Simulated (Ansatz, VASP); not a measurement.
# Two plane-wave programs on NiO

The input INCAR:

```
SYSTEM = NiO
PREC = Accurate
ENCUT = 520
EDIFF = 1E-6
ISMEAR = 0
SIGMA = 0.017
LREAL = .False.
LASPH = .True.
NELM = 120
ALGO = Normal
ISIF = 2
LWAVE = .False.
LCHARG = .False.
ISPIN = 2
MAGMOM = 1 0
LORBIT = 11
LMAXMIX = 4
GGA = PE
```

Contents of KPOINTS:

```
Automatic mesh
0
Gamma
  11 11 11
  0 0 0
```

POSCAR

```
NiO
1.0
    0.0000000000      2.0859016414      2.0859016414
    2.0859016414      0.0000000000      2.0859016414
    2.0859016414      2.0859016414      0.0000000000
Ni O
1 1
Direct
    0.0000000000      0.0000000000      0.0000000000
    0.5000000000      0.5000000000      0.5000000000
```

The input input.yaml:

```yaml
crystal:
  lattice:
    - [0.0, 2.0859016414, 2.0859016414]
    - [2.0859016414, 0.0, 2.0859016414]
    - [2.0859016414, 2.0859016414, 0.0]
  atoms:
    - { symbol: Ni, position: [0.0, 0.0, 0.0], spin: 1.0 }
    - { symbol: O, position: [0.5, 0.5, 0.5] }
hamiltonian:
  xc: pbe
  pseudopotentials: { kind: paw }
magnetization:
  spin_polarized: true
kpoints:
  mp_grid: { grid: [11, 11, 11] }
scf:
  occupations: { method: gaussian, width: 0.017 }
output:
  forces: true
  stress: true
  eigenvalues: true
  write_density: true
  write_potential: true
  elf: true
  volumetric_format: npy
```

Alike in both runs: task single point; functional PBE; k mesh 11 × 11 × 11; occupations gaussian, width 0.017 eV; collinear spin, ferromagnetic start.

|  | VASP | Ansatz |
| --- | --- | --- |
| version | VASP 6.6.1 | Ansatz 0.2.0 |
| potentials or method | VASP PAW PBE potentials, release 64 (Ni, O) | Ansatz PAW |
| plane-wave cutoff (eV) | 520 | 420 |
| valence electrons in the cell | 16 | 24 |

Ansatz gave:

| Property | Result |
| --- | --- |
| gap on the k mesh at the Fermi level (eV) | none |
| pressure (GPa) | 6.3 |
| net moment per atom (μB) | 0.90 |
| size of the moment on the site where the two differ most (μB) | 0.29 |

Question: What did VASP give for the same quantities?

Answer: gap on the k mesh at the Fermi level (eV): none; pressure (GPa): 6.1; net moment per atom (μB): 0.89; size of the moment on the site where the two differ most (μB): 0.28.

Site moments also hang on the region over which each program counts them. A gap of «none» marks a metal or a gap that the smearing closes. The two sets of potentials don't hold the same shells in valence.

Caveats: a cell with one magnetic atom can't hold antiferromagnetic order, which such compounds often take; semilocal functionals often make such compounds metallic where correlation or magnetic order opens a gap, which also shifts bond lengths; the pressure holds a Pulay correction of +0.7 GPa for the finite cutoff (Ansatz). With open d or f shells a metallic result of PBE can be an artefact of self-interaction; +U or a hybrid may open a gap.
